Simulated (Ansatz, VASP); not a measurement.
# Hg in VASP and in Ansatz

```xyz
4
Lattice="3.3375 0.0000 0.0000 -1.6687 2.8904 0.0000 0.0000 0.0000 10.5883" Properties=species:S:1:pos:R:3 pbc="T T T"
Hg    0.0000    0.0000    0.0000
Hg    0.0000    1.9269    2.6471
Hg    0.0000    0.0000    5.2941
Hg    1.6687    0.9635    7.9412
```

Alike in both runs: task single point; functional PBE; dispersion D3(BJ); k mesh 18 × 18 × 6; occupations gaussian, width 0.15 eV; no spin polarisation.

|  | VASP | Ansatz |
| --- | --- | --- |
| version | VASP 6.6.1 | Ansatz 0.2.0 |
| potentials or method | VASP PAW PBE potentials, release 64 (Hg) | scalar-relativistic, plane waves, PAW |
| plane-wave cutoff (eV) | 520 | 420 |
| valence electrons in the cell | 48 | 80 |

|  | VASP | Ansatz | Ansatz less VASP |
| --- | --- | --- | --- |
| gap on the k mesh at the Fermi level (eV) | none | none | - |
| pressure (GPa) | 0.2 | -0.1 | -0.21 |
| largest component of the traceless stress (GPa) | 0.11 | 0.12 | +0.018 |

A gap of «none» marks a metal or a gap that the smearing closes. The two sets of potentials don't hold the same shells in valence.

Caveats: pairwise dispersion overbinds metals, which lowers pressure and volume. Spin-orbit coupling is left out, which matters for the levels of Hg.
